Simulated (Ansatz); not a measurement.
The calculation used DFT PBE, scalar-relativistic, plane waves, PAW (Ansatz).

Plane waves to 420 eV, a k mesh through Γ of 12×12×12 on the computed 2-atom cell and Gaussian smearing (0.10 eV); no spin polarisation.

Structure with the computed forces (eV/Å) in the last three columns:

```xyz
2
Lattice="3.0950 0.0000 0.0000 0.0000 3.1900 0.0078 0.0000 0.0078 2.9536" Properties=species:S:1:pos:R:3:forces:R:3 pbc="T T T" pressure_GPa=18.85
Zn    1.6458    1.5989    1.4807   -1.0720    0.0000    0.0000
Au   -0.0983    0.0000    0.0000    1.0720    0.0000    0.0000
```

Stress tensor (GPa, compression positive):

```
16.49  0.00  0.00
 0.00 19.55 -0.50
 0.00 -0.50 20.51
```

Spin–orbit coupling is left out, which can shift energies with elements as heavy as these.